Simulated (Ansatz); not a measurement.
**Moving the share of exact exchange in SnSe2**

It takes space group P-3m1 (No. 164, trigonal). Conventional cell: a = 3.811 Å, b = 3.811 Å, c = 6.136 Å, α = 90.00°, β = 90.00°, γ = 120.00°. Sn (site symmetry -3m) is surrounded by 6 Se at 2.68 Å. Around Se (site symmetry 3m) lie 3 Sn at 2.68 Å.

Kept alike: task single point; k mesh 5 × 5 × 3; occupations fermi-dirac, width 0.05 eV; no spin polarisation. Program: Ansatz, Ansatz PAW, cutoff 420 eV. The mesh is that of the run's cell of 3 atoms. No spin-orbit coupling.

| share of exact exchange, α | pressure (GPa) |
| --- | --- |
| 0 | 5.66 |
| 0.1 | 4.52 |
| 0.15 | 3.96 |
| 0.25 | 2.85 |
| 0.35 | 1.77 |
| 0.5 | 0.19 |

Pressure is positive in compression, with a Pulay correction for the finite cutoff. The exact exchange is short-ranged, of HSE form. All rows use potentials made for PBE. The mesh is thin for exact exchange.

The pressure falls from 5.66 to 0.19 GPa between 0 and 0.5. Exact exchange shortens the bonds here, so the pressure at fixed cell falls.
